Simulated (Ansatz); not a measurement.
Runs of Ansatz 0.2.0 on PtSe2 (Sudovikovite). It takes space group P-3m1 (No. 164, trigonal). Conventional cell: a = 3.724 Å, b = 3.724 Å, c = 5.062 Å, α = 90.00°, β = 90.00°, γ = 120.00°. Pt (site symmetry -3m) is surrounded by 6 Se at 2.49 Å. Around Se (site symmetry 3m) lie 3 Pt at 2.49 Å. 

```csv
task,level,potentials or basis,spin,U,cell,k mesh,cutoff (eV),smearing,start of the occupations,double counting,hubbard projectors,empty bands summed for spectra up to,optics k mesh,basis error allowed,other keys,gap on the mesh (eV),pressure (GPa),largest force (eV/Å)
optical spectrum,revPBE+D3(BJ)+ATM+U,"all-electron LAPW, scalar-relativistic",off,Pt d U = 6 eV,as given,-,317,cold 0.01 eV,auto,amf,atomic,10 eV,8 × 8 × 5,0.001 eV/atom,-,none,-,-
single point,LDA+U,"all-electron LAPW, point nuclei",off,Pt d U = 8 eV,"atoms moved at random, drawn with an rms of 0.1 Å",8 × 8 × 5,381,methfessel-paxton 0.01 eV,auto,fll,ortho-atomic,-,-,0.001 eV/atom,-,none,2.5,2.37
single point,revPBE+D3(BJ)+ATM,"all-electron LAPW, inner shells corrected to Dirac's equation",off,-,cell squeezed,-,340,gaussian 0.05 eV,-,-,-,-,-,0.001 eV/atom,scf.mixing.algorithm = broyden; scf.mixing.beta = 0.7; …,none,16.1,1.91
projected density of states,LDA+U,"all-electron LAPW, scalar-relativistic",off,Pt d U = 7 eV,as given,8 × 8 × 5,293,fermi-dirac 0.05 eV,auto,fll,ortho-atomic,-,-,0.002 eV/atom,-,-,0.2,0.39
optical spectrum,BLYP+D4,"all-electron LAPW, relativistic spinors","SOC, no magnetisation",-,volume scaled by 0.92,6 × 6 × 4,314,fermi-dirac 0.01 eV,-,-,-,8 eV,6 × 6 × 4,0.002 eV/atom,-,none,-,-
single point,PBE,"all-electron LAPW, scalar-relativistic",off,-,as given,6 × 6 × 4,279,fermi-dirac 0.04 eV,-,-,-,-,-,0.003 eV/atom,-,none,7.4,(b)
band structure,rPW86-PBE+D3(BJ),"all-electron LAPW, scalar-relativistic",off,-,atoms moved at random,8 × 8 × 5,466,fermi-dirac 0.1 eV,-,-,-,-,-,0.001 eV/atom,hamiltonian.pseudopotentials.lapw.muffin_tin_radii = 1.109,-,11.6,3.88
single point,rPW86-PBE+D3(BJ)+ATM,"all-electron LAPW, scalar-relativistic","collinear, random start",-,as given,8 × 8 × 5,317,cold 0.1 eV,-,-,-,-,-,0.001 eV/atom,-,none,(a),1.15
```

Task: Estimate the missing entries.

Result: (a) 10.8; (b) 0.57.

Caveats: pairwise dispersion overbinds metals, which lowers pressure and volume (some runs); U is the effective U less J, on atomic orbitals that reach past the spheres (some runs); U without spin polarisation on a metal has little footing (some runs); local fields are left out (some runs); independent-particle spectra lack excitons (some runs); the intraband (Drude) part of a metal's response may be missing (some runs); spin-orbit coupling is left out, which moves the levels of the heavy elements (some runs).

A k mesh can miss the band edges, and rows without SOC leave out spin-orbit coupling on Pt, Se.

A gap of «none» marks a metal or a gap under the smearing width.

The runs don't all hold the same shells in valence.
